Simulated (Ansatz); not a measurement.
## What a change of settings does to a run on O

The structure comes from a relaxation in the same program, started in the sc type. Whether it is a known phase or the ground state wasn't checked. The listed cell was then made from it by scaling, straining or moving an atom.

First run: DFT, PBE, all-electron LAPW, scalar-relativistic (Ansatz 0.2.0).

Command: `ansatz run input.yaml --threads 1 --pin off --max-ram 2048MiB --backend cpu --events-out ev --progress --plain --runs-dir out` The run took 8.8 s on 1 thread of Arm Neoverse N1, on a shared host, peak memory 0.25 GiB.

```yaml
crystal:
  lattice:
    - [1.9701479522, 0.0, 0.0]
    - [0.0, 1.9701479522, 0.0]
    - [0.0, 0.0, 1.9701479522]
  atoms:
    - { symbol: O, position: [0.0, 0.0, 0.0] }
kpoints:
  mp_grid: { grid: [18, 18, 18] }
scf:
  occupations: { method: fermi_dirac, width: 0.03 }
hamiltonian:
  xc: pbe
  pseudopotentials: { kind: all_electron, lapw: { basis_error: 0.001 } }
output:
  forces: true
  stress: true
  eigenvalues: true
```

Result: converged; pressure 7.55 GPa; no gap on the k mesh; 4 SCF iterations.

This is a hypothetical arrangement without O2 molecules, not solid oxygen as it is known.

A second run of a changed input logged this at its end:

```
  Σ components = -2017.598785   (vs F -2017.598785, Δ=0.00e0)
  Basis errors (estimates in eV, not in F): energy 3.3e-4 per atom: plane waves 3.2e-4 (1.8e-4 summed), levels above the bands 0.0e0, relativity 7.3e-8, radial functions 2.6e-6, core shells 0.0e0; eigenvalues (radial functions only) 1.8e-3; not estimated: angular momenta, meshes, grids; target (lapw.basis_error) 1.0e-3; muffin-tin radii O 0.985 Å
--- Forces (eV/Å), atoms counted from 1 ---
  atom   1  O     -0.00000000     0.00000000     0.00000000
  max |Σ_I F_I| component: 1.97e-31 eV/Å
--- Stress (GPa, compression-positive) ---
       -8.058988       0.000000       0.000000
        0.000000      -8.058988       0.000000
        0.000000       0.000000      -8.058988
  P = ⅓ Tr σ = -8.0590 GPa (-80.590 kbar)
--- Band table (eV; the first three rows and the last of 220) ---
  k-point 0: bands = ["-502.0322", "-16.4102", "0.1388", "0.1388", "0.1388", "22.6827", "33.5704", "33.5704"]
  k-point 1: bands = ["-502.0327", "-16.4423", "-0.0797", "0.1681", "0.1681", "22.8193", "33.6783", "33.7558"]
  k-point 2: bands = ["-502.0337", "-16.4802", "-0.7237", "0.2528", "0.2528", "23.1937", "34.0005", "34.2180"]
  k-point 219: bands = ["-502.0322", "-6.7967", "-4.7031", "-4.7031", "-4.7031", "27.2146", "27.2146", "27.2146"]
Occupation matrices written to <dir>
```

Task: What was wrong with the input?

Result: An enormous or negative U, by this change (others could give a like log):
```diff
@@ -10,7 +10,9 @@
 scf:
   occupations: { method: fermi_dirac, width: 0.03 }
+  max_iter: 80
 hamiltonian:
   xc: pbe
   pseudopotentials: { kind: all_electron, lapw: { basis_error: 0.001 } }
+  hubbard: { sites: [{ species: O, l: p, u_eff: 40.0 }] }
 output:
   forces: true
```
